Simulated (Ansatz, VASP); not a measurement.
**C in VASP and in Ansatz**

```xyz
2
Lattice="0.0000 1.7058 1.7769 1.7058 0.0000 1.7769 1.7058 1.7058 0.0000" Properties=species:S:1:pos:R:3 pbc="T T T"
C     1.7058    1.7058    1.7769
C     2.5587    2.5587    2.6654
```

Change from the starting cell: strain -0.040 along x and y, +0.000 along z, atoms carried along.

Alike in both runs: task single point; functional PBEsol; k mesh 12 × 12 × 12; occupations gaussian, width 0.05 eV; no spin polarisation.

|  | VASP | Ansatz |
| --- | --- | --- |
| version | VASP 6.6.1 | Ansatz 0.2.0 |
| potentials or method | VASP PAW PBE potentials, release 64 (C) | scalar-relativistic, plane waves, PAW |
| plane-wave cutoff (eV) | 520 | 420 |
| valence electrons in the cell | 8 | 8 |

```tsv
	VASP	Ansatz	Ansatz less VASP
gap on the k mesh at the Fermi level (eV)	3.71	3.72	+0.007
least direct gap on the mesh (eV)	5.41	5.41	+0.003
pressure (GPa)	44.1	42.6	-1.53
largest component of the traceless stress (GPa)	28.69	28.74	+0.047
```

With one functional, cell and mesh, what is left measures potentials, basis and numerics.

Caveats: so large a pressure means that the cell lies far from this level's equilibrium, or that cutoff or potentials fall short (VASP); the potentials were made for another functional, which shifts forces and pressure (VASP).
